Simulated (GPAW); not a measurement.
## Sn in GPAW: convergence with density grid spacing (A)

Input of the first run (density grid spacing (A) 0.24); the others differ in this setting and in those tied to it:

File run.py:

```python
from ase.dft.bandgap import bandgap
from ase.io import read, write
from ase.units import GPa
from gpaw import GPAW, PW, setup_paths

setup_paths.insert(0, '.')

atoms = read('POSCAR')

calc = GPAW(mode=PW(600),
            h=0.24,
            xc='PBEsol',
            kpts={'size': (8, 8, 8), 'gamma': True},
            occupations={'name': 'fermi-dirac', 'width': 0.05},
            nbands=14,
            convergence={'density': 1e-05, 'energy': 1e-05},
            maxiter=100,
            txt='gpaw.txt')
atoms.calc = calc
energy = atoms.get_potential_energy()
forces = atoms.get_forces()
stress = atoms.get_stress()
calc.write('gs.gpw')
write('result.traj', atoms)
print(f'Energy: {energy:.6f} eV')
print('Forces (eV/A):')
print(forces.round(4))
print('Stress (GPa):', (stress / GPa).round(3))
print('Fermi level:', round(calc.get_fermi_level(), 4), 'eV')
print(f'Gap: {bandgap(calc)[0]:.4f} eV, direct: {bandgap(calc, direct=True)[0]:.4f} eV')
```

File POSCAR:

```
Sn
1.0
   -2.0291894110      2.0291894110      1.6607599896
    2.0291894110     -2.0291894110      1.6607599896
    2.0291894110      2.0291894110     -1.6607599896
Sn
1
Direct
    0.0000000000      0.0000000000      0.0000000000
```

Potentials or basis: PAW data sets generated in the run's folder for this functional, pw.

The run is started by

```sh
$ gpaw-setup -f PBEsol Sn
$ OMP_NUM_THREADS=1 python run.py
```

This isn't the form of Sn at room conditions, which is tetragonal (white tin).

Hardware: 1 thread of Arm Neoverse V2, on a shared host.

| density grid spacing (A) | energy less the tightest run, at zero smearing (meV/atom) | SCF cycles | CPU time (s) | peak memory (GiB) |
| --- | --- | --- | --- | --- |
| 0.24 | -1.62 | 8 | 7.9 | 0.14 |
| 0.2 | -0.28 | 8 | 12 | 0.14 |
| 0.17 | -0.19 | 8 | 10 | 0.14 |
| 0.15 | -0.08 | 8 | 18 | 0.15 |
| 0.13 | -0.05 | 8 | 24 | 0.16 |
| 0.11 | -0.02 | 8 | 26 | 0.18 |
| 0.09 | 0.00 | 8 | 62 | 0.23 |

Against the tightest run, the energy stays within 1 meV/atom from 0.2 on. The tightest run that finished is the yardstick and may itself not be fully converged.
